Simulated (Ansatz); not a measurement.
**KBr: the cell at several levels of theory**

One table from this session's results is given with a row withheld; the runs are named, their logs left out.

Program: Ansatz 0.2.0. PAW datasets, plane waves, zero pressure. The cell comes from a prototype generator: it can be a known phase or a hypothetical one. Spin polarisation is off.

## Starting point

It is hexagonal, P6_3/mmc (No. 194); conventional cell a = 4.583 Å, c = 7.470 Å, 33.96 Å³ an atom. Around K lie 6 Br at 3.24 Å; around Br lie 6 K at 3.24 Å.

Structure file:

```cif
data_structure
_symmetry_space_group_name_H-M 'P6_3/mmc'
_symmetry_Int_Tables_number 194
_cell_length_a 4.5825
_cell_length_b 4.5825
_cell_length_c 7.4695
_cell_angle_alpha 90.000
_cell_angle_beta 90.000
_cell_angle_gamma 120.000
_cell_volume 135.84
loop_
_atom_site_label
_atom_site_type_symbol
_atom_site_symmetry_multiplicity
_atom_site_Wyckoff_symbol
_atom_site_fract_x
_atom_site_fract_y
_atom_site_fract_z
_atom_site_occupancy
K1 K 2 a 0.00000 0.00000 0.00000 1
Br1 Br 2 c 0.33333 0.66667 0.25000 1
```

Set-up of the first run:

File input.yaml:

```yaml
crystal:
  lattice:
    - [4.58252538, 0.0, 0.0]
    - [-2.29126269, 3.9685833926, 0.0]
    - [0.0, 0.0, 7.4695163694]
  atoms:
    - { symbol: K, position: [0.0, 0.0, 0.0] }
    - { symbol: K, position: [0.0, 0.0, 0.5] }
    - { symbol: Br, position: [0.3333333333, 0.6666666667, 0.25] }
    - { symbol: Br, position: [0.6666666667, 0.3333333333, 0.75] }
kpoints:
  mp_grid: { grid: [6, 6, 4] }
hamiltonian:
  xc: pbe
scf:
  occupations: { method: fermi_dirac, width: 0.02 }
relax:
  f_tol: 0.005
  cell: {}
output:
  write_density: true
  write_potential: true
  elf: true
  volumetric_format: npy
```

Command:

```sh
$ ansatz run input.yaml --threads 2 --pin off --max-ram 2211MiB --backend cpu --events-out ev --progress --plain --runs-dir out
```

Steps of the session up to this table: PBE: cell and atoms; r2SCAN: cell and atoms; Relaxation with PBEsol; LDA: cell and atoms.

One table of the session follows, with a row left open; its other results are not shown here.

It belongs to the step «The cells side by side». 

| level | a (Å) | c (Å) | volume (Å³/atom) |
| --- | --- | --- | --- |
| PBE | ? | ? | ? |
| r2SCAN | 4.559 | 8.020 | 36.095 |
| PBEsol | 4.519 | 7.967 | 35.232 |
| LDA | 4.391 | 7.763 | 32.404 |

**Question.** Estimate the row for PBE.

As computed: a (Å): 4.642; c (Å): 8.108; volume (Å³/atom): 37.831. In the column «a (Å)» it is the highest.

What this shows: The first relaxation changed the volume by +11.4 % from the start. LDA gives the smallest cell and PBE the largest; they differ by 16.7 % in volume, a mean of 5.3 % in length.
